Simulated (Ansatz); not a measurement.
**From a trial cell to the properties of Se (trigonal)**

The computed numbers are results of HSE06, scalar-relativistic (no spin polarisation) in the plane-wave PAW code Ansatz at 420 eV, 4×4×4 k-mesh, Gaussian smearing of 0.05 eV; PAW files: Ansatz's generated set soft_2.

The database's entry of this formula in the relaxed cell's space group, P3_121, has axes of 4.300 × 4.300 × 4.890 Å and 26.10 Å³/atom (1969), the relaxed one 4.687 × 4.687 × 4.908 Å and 31.12.

The first cell:

```
Se
1.0
     4.36620    0.00000    0.00000
    -2.18310    3.78124    0.00000
     0.00000    0.00000    4.95360
Se
3
Direct
  0.22540 0.00000 0.83333
  0.00000 0.22540 0.16667
  0.77460 0.77460 0.50000
```

The steps in volume:

```tsv
run	level	k-mesh	kind	V (Å³/atom)	P (GPa)	E − E(final) (meV/atom)	gap on the mesh (eV)
1	PBE	6×6×4	cell and atoms relaxed	29.40	-0.1	–	0.97
2	HSE06	4×4×4	fixed cell	29.40	-2.0	19.5	2.05
3	HSE06	4×4×4	shape and atoms relaxed, volume fixed	29.02	0.7	6.1	2.13
4	HSE06	4×4×4	shape and atoms relaxed, volume fixed	29.12	0.7	5.7	2.15
5	HSE06	4×4×4	shape and atoms relaxed, volume fixed	31.12	0.2	0.0	2.37
```

At this volume the pressure is 0.20 GPa; it isn't quite the equilibrium of this level of theory.

The final structure (symmetry read at 0.01 Å). It takes space group P3_121 (No. 152, trigonal). Conventional cell: a = 4.687 Å, b = 4.687 Å, c = 4.908 Å, α = 90.00°, β = 90.00°, γ = 120.00°. Se (site symmetry 2) is surrounded by 2 Se at 2.35 Å. (Shells end 15 % past the nearest neighbour.)

- At the final geometry the gap, band path included, is 2.21 eV.
- The runs in the table took roughly 11 core-minutes.

**Reading the result.**

Within 0.6 eV of the edges the projected states are 96 % Se 4p at the top of the valence band and 91 % Se 4p at the bottom of the conduction band. 

Pressures of hybrids are less tightly converged. The structure is built of weakly bound chains, and this functional has no dispersion term, so their spacing and all that hangs on it (volume, the soft elastic constants, low modes, dielectric constants) are poorly given.

For this crystal the k-mesh misses a band edge: under HSE06 at the relaxed cell a band path gives a gap of 2.21 eV where the mesh alone gives 2.37 eV, so gaps on the mesh are upper bounds.
